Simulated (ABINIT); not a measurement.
Crystal: MgSi.

```
Si Mg
1.0
     2.90839    0.00000    0.00000
     0.00000    2.90839    0.00000
     0.00000    0.00000    4.10343
Si Mg
1 1
Direct
  0.50000 0.50000 0.50000
  0.00000 0.00000 0.00000
```

The cell comes from a database or a generator and needn't be the stable form of this composition.

Base run:

```yaml
Program: ABINIT 10.8.3 (patched build)
Functional: LDA
Potentials_or_basis: PseudoDojo NC SR LDA v0.4.1 standard
Cutoff: 1088 eV
k_mesh: 10 × 10 × 8, shifted
Occupations: fermi-dirac, width 0.05 eV
Spin: no spin polarisation
```

Its results: pressure -3.5 GPa.

**Question.** The run is repeated on the same cell with these changes: k mesh from 10 × 10 × 8, shifted to 7 × 7 × 5. What comes out?

**Answer.** Pressure -3.9 GPa.
